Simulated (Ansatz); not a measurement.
# W (Im-3m) in Ansatz: convergence with xc grid

Aim: find how far xc grid must go before the results for W settle, at PBE. This setting moves, with any that are tied to it; all else stays.

Everything below comes from runs of Ansatz 0.2.0. Logs are shortened: lines on timing, memory, paths and dates and some standing lists are left out, and cuts for length are marked.

## 1. The structure

It takes space group Im-3m (No. 229, cubic). Conventional cell: a = 3.165 Å, b = 3.165 Å, c = 3.165 Å, α = 90.00°, β = 90.00°, γ = 90.00°. W (site symmetry m-3m) is surrounded by 8 W at 2.74 Å.

## 2. With xc grid 1

The input, input.yaml:

```yaml
crystal:
  lattice:
    - [-1.582345, 1.582345, 1.582345]
    - [1.582345, -1.582345, 1.582345]
    - [1.582345, 1.582345, -1.582345]
  atoms:
    - { symbol: W, position: [0.0, 0.0, 0.0] }
hamiltonian:
  xc: pbe
  pseudopotentials: { kind: nc }
kpoints:
  mp_grid: { grid: [10, 10, 10] }
scf:
  occupations: { method: gaussian, width: 0.1 }
output:
  forces: true
  stress: true
  eigenvalues: true
basis:
  xc_grid: 1
```

Potentials or basis: PseudoDojo standard (PBE files).

Command:

```bash
$ ansatz run input.yaml --threads 2 --pin off --max-ram 5632MiB --backend cpu --events-out ev --progress --plain --runs-dir out
```

Log:

```text
Warning: RAYON_NUM_THREADS=2 ignored (pool sized by the plan → 2); use --threads N
Engine: ansatz 0.2.0, x86_64-unknown-linux-gnu
Pseudopotentials: kind: nc
Pseudopotential: W, nc, valence charge 14, recommended cutoff 1006.821291 eV (normal), W.nc.azcp (PseudoDojo's, or run here from an input of PseudoDojo's: the run reads no file of this project's for it)
Functional definition: PBE
  parameter kappa = 0.804
  parameter beta = 0.06672455060314922
  exchange = pbe_x(kappa = kappa, mu = beta*pi^2/3)
  correlation = pbe_c(beta = beta)
Crystal: 1 atoms, lattice volume = 15.848 Å³
Basis set: ecut = 1006.821291 eV, 1157 PW (Γ)
Bands: 11, of which v1, the nominal top of the filled ones, is band 7 counted from 1 (6 counted from 0)
Symmetry: 48 space group operations
Space group: Im-3m (ITA 229), of the structure as read, at distance tolerance 2.5e-5 Å
k-points: 47 of 1000
Non-local potential: W, projectors of the file, l = 0: 2, l = 1: 2, l = 2: 2, l = 3: 2
Initial density: superposition of atomic densities (chi_scale 0.1, normalization cell)
Initial wavefunctions: pseudopotential atomic-orbital guess
Functional: x = pbe(κ = 0.804, μ = 0.2195149727645171), c = pbe(β = 0.06672455060314922)
SCF iter   1: F=—  HF=-2064.233443 eV  |F-HF|=—  |Δ(HF+E_count)|=         —  Δρ=6.29e-2  dr2=5.17e-1  ethr=3.10e-3  ⟨swp⟩=6.0  Hψ=3819  notcnv=0
preconditioner: auto → none  [insulator: Δε(μ)=0.201 eV  Ē_g=9.247 eV  σ=0.100 eV  W_gap=0.82  n_scr=0 (ndim 8)  ℏωp=22.8 eV  f_vac=0.000  D(μ)=0.42/eV (n_scr^D=0)  ε∞_Penn≈7.1]
SCF iter   2: F=—  HF=-2064.058499 eV  |F-HF|=—  |Δ(HF+E_count)|=   1.75e-1  Δρ=2.40e-2  dr2=3.83e-2  ethr=3.10e-3  ⟨swp⟩=2.7  Hψ=1277  notcnv=0  defer=3
SCF iter   3: F=—  HF=-2064.054892 eV  |F-HF|=—  |Δ(HF+E_count)|=   3.61e-3  Δρ=6.89e-3  dr2=2.23e-3  ethr=2.73e-4  ⟨swp⟩=2.7  Hψ=783  notcnv=0  defer=3
SCF iter   4: F=—  HF=-2064.055200 eV  |F-HF|=—  |Δ(HF+E_count)|=   3.08e-4  Δρ=2.95e-4  dr2=2.89e-6  ethr=1.59e-5  ⟨swp⟩=1.0  Hψ=523  notcnv=0  defer=3
SCF iter   5: F=—  HF=-2064.055207 eV  |F-HF|=—  |Δ(HF+E_count)|=   7.78e-6  Δρ=1.14e-4  dr2=2.19e-7  ethr=7.14e-10  ⟨swp⟩=10.1  Hψ=3636  notcnv=0
SCF iter   6: F=-2064.055207 eV  HF=-2064.055207 eV  |F-HF|=9.27e-9  |Δ(HF+E_count)|=   8.18e-9  Δρ=2.36e-5  dr2=1.64e-8  ethr=7.14e-10  ⟨swp⟩=5.2  Hψ=2109  notcnv=0
SCF 1 converged in 6 iterations: F = -2064.055207 eV  dr2 = 1.64e-8
SCF converged after 6 iterations
Free energy (F): -2064.055207 eV
Harris-Foulkes:  -2064.055207 eV  (|F-HF|=9.27e-9)
Internal energy: -2064.052727 eV  (E = F + TS)
E sigma→0 (E₀):  -2064.053967 eV
Entropy (-TS):   -0.002481 eV (-2.481 meV/atom)
Fermi energy:    22.700542 eV
--- Per-component energies (eV) ---
  E_band       = -82.940066
  E_kinetic    = 552.685774
  E_local      = -1103.529337  (includes V_loc(G=0)·N_el)
  E_nonlocal   = 342.912964
  E_hartree    = 217.838886
  E_xc         = -451.192337
  E_vxc        = -310.689717  (∫ρ·V_xc dr)
  E_ewald      = -1622.768677
  E_smearing   = -0.002481  (= −TS)
  E_closure    = -0.000000  (closes the sum)
  Σ components = -2064.055207   (vs F -2064.055207, Δ=0.00e0)
--- Forces (eV/Å), atoms counted from 1 ---
  atom   1  W      0.00000000    -0.00000000     0.00000000
  max |Σ_I F_I| component: 1.74e-29 eV/Å
--- Stress (GPa, compression-positive) ---
        5.978416       0.000000      -0.000000
        0.000000       5.978416       0.000000
        0.000000      -0.000000       5.978416
  P = ⅓ Tr σ = 5.9784 GPa (59.784 kbar)
--- Band table (eV; the first three rows and the last of 47) ---
  k-point 0: bands = ["-51.6550", "-15.2149", "-15.2149", "-15.2149", "12.9081", "21.3053", "21.3053", "21.3053", "24.7984", "24.7984", "37.0496"]
  k-point 1: bands = ["-51.6423", "-15.3472", "-15.2563", "-15.2156", "13.3841", "21.0233", "21.2250", "21.7721", "24.3988", "24.8072", "37.4264"]
  k-point 2: bands = ["-51.6090", "-15.6834", "-15.3631", "-15.2173", "14.6207", "20.3617", "20.8530", "23.1206", "24.0710", "24.8930", "37.7579"]
  k-point 46: bands = ["-51.4211", "-16.1161", "-16.1161", "-16.1161", "16.7148", "16.7148", "27.7007", "27.7007", "27.7007", "30.7830", "30.7830"]
```

It took 1.8 s on 2 threads of Intel Xeon at 2.50GHz (Skylake/Cascade Lake), shared host; peak memory 0.29 GiB.

Results:

* Free energy: -2064.0552 eV
* Pressure: 6.0 GPa
* Band gap on the k mesh: none (metal or under the smearing width)

## 3. With xc grid 2

input.yaml: that of step 2 with these lines changed.

```diff
@@ -19,2 +19,2 @@
 basis:
-  xc_grid: 1
+  xc_grid: 2
```

Potentials or basis: PseudoDojo standard (PBE files).

Command:

```bash
$ ansatz run input.yaml --threads 2 --pin off --max-ram 5632MiB --backend cpu --events-out ev --progress --plain --runs-dir out
```

It took 1.7 s on 2 threads of Intel Xeon at 2.50GHz (Skylake/Cascade Lake), shared host; peak memory 0.3 GiB.

Results:

| Quantity | Value |
| --- | --- |
| Free energy | -2064.0552 eV |
| Pressure | 6.0 GPa |
| Band gap on the k mesh | none (metal or under the smearing width) |

## 4. With xc grid 3

input.yaml: that of step 3 with these lines changed.

```diff
@@ -19,2 +19,2 @@
 basis:
-  xc_grid: 2
+  xc_grid: 3
```

Command:

```bash
$ ansatz run input.yaml --threads 2 --pin off --max-ram 5632MiB --backend cpu --events-out ev --progress --plain --runs-dir out
```

It took 1.9 s on 2 threads of Intel Xeon at 2.50GHz (Skylake/Cascade Lake), shared host; peak memory 0.32 GiB.

It converged, with:

```
Free energy            : -2064.0552 eV
Pressure               : 6.0 GPa
Band gap on the k mesh : none (metal or under the smearing width)
```

## 5. With xc grid 4

input.yaml: that of step 4 with these lines changed.

```diff
@@ -19,2 +19,2 @@
 basis:
-  xc_grid: 3
+  xc_grid: 4
```

Command:

```bash
$ ansatz run input.yaml --threads 2 --pin off --max-ram 5632MiB --backend cpu --events-out ev --progress --plain --runs-dir out
```

Run time: 2 s. Hardware: 2 threads of Intel Xeon at 2.50GHz (Skylake/Cascade Lake), shared host; peak memory 0.36 GiB.

Results (log left out):

```
Free energy            : -2064.0552 eV
Pressure               : 6.0 GPa
Band gap on the k mesh : none (metal or under the smearing width)
```

## 6. With xc grid 5

input.yaml: that of step 5 with these lines changed.

```diff
@@ -19,2 +19,2 @@
 basis:
-  xc_grid: 4
+  xc_grid: 5
```

Potentials or basis: PseudoDojo standard (PBE files).

Command:

```bash
$ ansatz run input.yaml --threads 2 --pin off --max-ram 5632MiB --backend cpu --events-out ev --progress --plain --runs-dir out
```

Wall time 2.4 s (2 threads of Intel Xeon at 2.50GHz (Skylake/Cascade Lake), shared host); peak memory 0.43 GiB.

Results (log left out):

```
Free energy            : -2064.0552 eV
Pressure               : 6.0 GPa
Band gap on the k mesh : none (metal or under the smearing width)
```

## 7. The series at a glance

| xc grid | energy less the tightest run, at zero smearing (meV/atom) | SCF cycles | CPU time (s) | peak memory (GiB) |
| --- | --- | --- | --- | --- |
| 1 | 0.00 | 6 | 3.1 | 0.29 |
| 2 | 0.00 | 6 | 3 | 0.3 |
| 3 | 0.00 | 6 | 3.3 | 0.32 |
| 4 | 0.00 | 6 | 3.5 | 0.36 |
| 5 | 0.00 | 6 | 4.3 | 0.43 |

Against the tightest run, the energy stays within 1 meV/atom from 1 on. The tightest run that finished is the yardstick and may itself not be fully converged.
